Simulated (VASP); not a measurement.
VASP 6.6.1 run: InAs

INCAR

```
IBRION = -1
ISIF = 2
LWAVE = .FALSE.
NELM = 64
LREAL = .FALSE.
NSW = 0
EDIFF = 1E-7
ENCUT = 520
SIGMA = 0.02
NBANDS = 21
LCHARG = .FALSE.
IVDW = 11
GGA = PS
LASPH = .TRUE.
PREC = Accurate
ISMEAR = -1
```

KPOINTS

```
KPOINTS created by Atomic Simulation Environment
0
Gamma
8 8 8
0 0 0
```

POSCAR

```
In As
 1.0000000000000000
    -0.0000000000000000    2.8414336897063346    2.8414336897063346
     2.8414336897063346   -0.0000000000000000    2.8414336897063346
     2.8414336897063346    2.8414336897063346   -0.0000000000000000
 In  As
   1   1
Cartesian
 -0.0000000000000000 -0.0000000000000000 -0.0000000000000000
  2.8414336897063341  2.8414336897063341  2.8414336897063341
```

The recommended PBE PAW datasets give the neutral cell 18 valence electrons.

Command

```
mpirun -np 1 vasp_std
```

OSZICAR

```
N       E                     dE             d eps       ncg     rms          rms(c)
DAV:   1     0.130810888414E+03    0.13081E+03   -0.77837E+03  1254   0.989E+02
DAV:   2     0.282258004539E+01   -0.12799E+03   -0.11873E+03  1300   0.285E+02
DAV:   3    -0.810564640555E+01   -0.10928E+02   -0.10776E+02  1472   0.726E+01
DAV:   4    -0.839472532320E+01   -0.28908E+00   -0.28873E+00  1454   0.110E+01
DAV:   5    -0.840554577309E+01   -0.10820E-01   -0.10819E-01  1660   0.211E+00    0.377E+00
DAV:   6    -0.821488891014E+01    0.19066E+00   -0.24199E-01  1759   0.827E+00    0.202E+00
DAV:   7    -0.820859890306E+01    0.62900E-02   -0.32038E-02  1611   0.130E+00    0.751E-01
DAV:   8    -0.820682915234E+01    0.17698E-02   -0.16767E-03  1459   0.310E-01    0.123E-01
DAV:   9    -0.820678390115E+01    0.45251E-04   -0.13696E-04  1705   0.768E-02    0.744E-02
DAV:  10    -0.820678366042E+01    0.24073E-06   -0.54075E-06  1728   0.191E-02    0.198E-02
DAV:  11    -0.820678423462E+01   -0.57420E-06   -0.67947E-07  1443   0.580E-03    0.203E-03
DAV:  12    -0.820678406636E+01    0.16826E-06   -0.43904E-08  1005   0.243E-03    0.917E-04
DAV:  13    -0.820678400172E+01    0.64645E-07   -0.14437E-08   859   0.104E-03
   1 F= -.86036740E+01 E0= -.86031565E+01  d E =-.103498E-02
```

Standard output (part)

```
POSCAR found type information on POSCAR InAs
 POSCAR found :  2 types and       2 ions
 LDA part: xc-table for (Slater+PW92), standard interpolation
 POSCAR, INCAR and KPOINTS ok, starting setup
 WAVECAR not read
 entering main loop
```

From OUTCAR

```
k-points           NKPTS =     29   k-points in BZ     NKDIM =     29   number of bands    NBANDS=     21

   NELECT =      18.0000    total number of electrons

   dimension x,y,z NGX =    30 NGY =   30 NGZ =   30
   dimension x,y,z NGXF=    60 NGYF=   60 NGZF=   60

  energy-cutoff  :      520.00
  volume of cell :       45.88
      direct lattice vectors                 reciprocal lattice vectors
     0.000000000  2.841433690  2.841433690    -0.175967506  0.175967506  0.175967506
     2.841433690  0.000000000  2.841433690     0.175967506 -0.175967506  0.175967506
     2.841433690  2.841433690  0.000000000     0.175967506  0.175967506 -0.175967506

 k-points in reciprocal lattice and weights: KPOINTS created by Atomic Simulation Env
   0.00000000  0.00000000  0.00000000       0.002
   0.12500000  0.00000000  0.00000000       0.016
   0.25000000  0.00000000  0.00000000       0.016
   0.37500000  0.00000000  0.00000000       0.016
   0.50000000  0.00000000  0.00000000       0.008
   0.12500000  0.12500000  0.00000000       0.012
   0.25000000  0.12500000  0.00000000       0.047
   0.37500000  0.12500000  0.00000000       0.047
   ...

 E-fermi :   6.1940

 k-point     1 :       0.0000    0.0000    0.0000
  band No.  band energies     occupation
      1      -8.0525      2.00000
      2      -8.0525      2.00000
      3      -8.0282      2.00000
      4      -8.0282      2.00000
      5      -8.0282      2.00000
      6      -6.1841      2.00000
      7       5.7449      2.00000
      8       5.9717      1.99997
      9       5.9717      1.99997
     10       5.9717      1.99997
     11      13.3769      0.00000
     12      13.3769      0.00000
     13      13.3769      0.00000
     14      13.8416      0.00000
     15      13.8416      0.00000
     16      13.8416      0.00000
     17      14.8549      0.00000
     18      16.5345      0.00000
     19      16.5345      0.00000
     20      19.2494      0.00000
     21      31.0838      0.00000

 k-point     2 :       0.1250    0.0000    0.0000
  band No.  band energies     occupation
      1      -8.0598      2.00000
      2      -8.0598      2.00000
      3      -8.0288      2.00000
      4      -8.0202      2.00000
      5      -8.0202      2.00000
      6      -6.0071      2.00000
      7       3.8384      2.00000
      8       6.0017      1.99987
      9       6.0017      1.99987
     10       7.5754      0.00000
     11      12.1888      0.00000
     12      12.5366      0.00000
     13      12.5366      0.00000
     14      13.7690      0.00000
     15      13.9345      0.00000
     16      13.9345      0.00000
     17      16.5585      0.00000
     18      18.0120      0.00000
     19      18.0120      0.00000
     20      20.3285      0.00000
     21      28.3623      0.00000

 ...

  Total      -0.65869    -0.65869    -0.65869     0.00000     0.00000    -0.00000
  in kB     -23.00117   -23.00117   -23.00117     0.00000     0.00000    -0.00000
  external pressure =      -23.00 kB  Pullay stress =        0.00 kB

 POSITION                                       TOTAL-FORCE (eV/Angst)
 -----------------------------------------------------------------------------------
      0.00000      0.00000      0.00000        -0.000000     -0.000000     -0.000000
      2.84143      2.84143      2.84143         0.000000      0.000000      0.000000
 -----------------------------------------------------------------------------------
    total drift:                               -0.000000      0.000000      0.000000

  FREE ENERGIE OF THE ION-ELECTRON SYSTEM (eV)
  ---------------------------------------------------
  free  energy   TOTEN  =        -8.6036739715 eV

  energy  without entropy=       -8.6026389935  energy(sigma->0) =       -8.60315648
```

It converged. Results: gap between bands v and c on the k mesh -2.73 eV (bands overlap: a metal); least direct gap on the k mesh 0.00 eV; pressure -2.3 GPa. Band v is the last that the valence electrons fill when counted band by band, and c is the next.

For comparison, a separate PBEsol run of the intended cell, on usual settings and not on those above, gives a gap of -2.73 eV on its mesh and a pressure of -0.9 GPa.

The run above took about 13 s on one core of a shared host (Intel Xeon 6975P-C) and held 0.18 GiB at most.
